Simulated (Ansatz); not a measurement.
The calculation used DFT PBE, scalar-relativistic, plane waves, PAW (Ansatz 0.2.0). Settings: cutoff 420 eV, Γ-centred meshes spaced at most about 0.3 Å⁻¹ (2π included), Gaussian smearing. No spin polarisation.

Each guess is relaxed in cell and atoms at zero pressure, on a coarse mesh first where it starts far from rest and then on a converged one. The steps can't lower the symmetry of the start, but it can rise. Energies are static (0 K, no zero-point motion).

Two unrelaxed guesses for HfSi₂O₆:

A.

```
Hf Si O
1.0
     2.39644   -4.15075    0.00000
     2.39644    4.15075    0.00000
     0.00000    0.00000    5.24827
Hf Si O
1 2 6
Direct
  0.50000 0.50000 0.00000
  0.50000 0.00000 0.33333
  0.00000 0.50000 0.66667
  0.79139 0.58279 0.83333
  0.20861 0.79139 0.50000
  0.58279 0.79139 0.16667
  0.20861 0.41721 0.83333
  0.79139 0.20861 0.50000
  0.41721 0.20861 0.16667
```

B.

```
Hf Si O
1.0
     3.66475    0.00000    0.00000
    -1.83237    3.17376    0.00000
     0.00000    0.00000    8.97676
Hf Si O
1 2 6
Direct
  0.00000 0.00000 0.00000
  0.33333 0.66667 0.66667
  0.66667 0.33333 0.33333
  0.33333 0.66667 0.91667
  0.66667 0.33333 0.58333
  0.00000 0.00000 0.25000
  0.00000 0.00000 0.75000
  0.33333 0.66667 0.41667
  0.66667 0.33333 0.08333
```

Task: Do they relax into the same structure? If not, which is lower?

Result: No. A ends lower, by 0.83 eV/atom. A: C222 at 11.6 Å³/atom → C222 at 17.3 Å³/atom; B: P-3m1 at 11.6 Å³/atom → P-3m1 at 9.1 Å³/atom. Counting O atoms around Hf and Si (those within 1.25 times the shortest such distance or 1.15 times the sum of covalent radii; a plus sign parts nearer from farther groups), the end of A has Hf 4, Si 4 and the end of B has Hf 8, Si 2+6. End of A. Conventional cell: a = 5.216 Å, b = 9.896 Å, c = 6.020 Å. Hf has 4 O at 1.95 Å; around Si lie 4 O at 1.63 Å; O on a site of symmetry 1 is surrounded by 1 Si at 1.63 Å and 1 Hf at 1.95 Å; 1 more site not described. End of B. Conventional cell: a = 3.565 Å, c = 7.471 Å. Hf is surrounded by 8 O at 2.12–2.21 Å; Si has 1 O at 1.72 Å, 1 O at 1.82 Å and 6 O at 2.12 Å; around O on its first site lie 1 Si at 1.82 Å, 3 Hf at 2.21 Å and 3 O at 2.45 Å; 2 more sites not described.

Cells without such a test can be saddle points. Shaken at random and relaxed again, the end of A falls into a cell with space group C2 (No. 5), 7 meV/atom lower and the lowest form computed, so it is a saddle point or a shallow minimum. These runs have no spin–orbit coupling, which can matter for Hf. Some structure types and database cells were kept out of the candidates from the start, so a known form may be missing.
